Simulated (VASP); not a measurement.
Here is a VASP 6.6.1 calculation.

INCAR

```
PREC = Accurate
ENCUT = 520
EDIFF = 1E-6
ISMEAR = 0
SIGMA = 0.01
LREAL = False
LASPH = True
NELM = 60
ALGO = Normal
ISIF = 2
LWAVE = False
LCHARG = False
GGA = PS
IVDW = 12
NBANDS = 16
```

The input KPOINTS:

```
Automatic mesh
0
Gamma
  8 8 8
```

File POSCAR:

```
InAs
1.0
    0.0000000000      3.0180000000      3.0180000000
    3.0180000000      0.0000000000      3.0180000000
    3.0180000000      3.0180000000      0.0000000000
In As
1 1
Direct
    0.0000000000      0.0000000000      0.0000000000
    0.7500000000      0.7500000000      0.7500000000
```

Potentials or basis: VASP PAW PBE potentials, release 64 (In_d, As).

Run with:

```console
$ cat potpaw_PBE.64/In_d/POTCAR potpaw_PBE.64/As/POTCAR > POTCAR
$ mpirun -np 1 vasp_std > vasp.out
```

(1) Estimate the dispersion energy per atom.

(2) What does it give for the pressure?

Answers

(1) -0.317 eV.

(2) -0.2 GPa.

Caveat: three body term missing; the PAW data sets were made with another functional, which shifts forces and pressure a little; spin-orbit coupling is left out, which moves the levels of the heavy elements; pairwise dispersion overbinds metals, which lowers pressure and volume.

**The experiment to reproduce.**

A printed reference work, data compilation reports, for a bulk crystal of InAs at 4.2 K: band gap 0.418 eV (direct).

Against the measured gap of InAs, 0.418 eV (direct; 4.2 K; a printed reference work, data compilation), the calculated 0.00 eV is off by -0.42 eV. Spin-orbit coupling on As, In is left out. The value is that of PBEsol+D3(BJ) on a finite k mesh, which can miss the band edges, without temperature or zero-point motion. Semilocal functionals fall short of measured gaps as a rule.
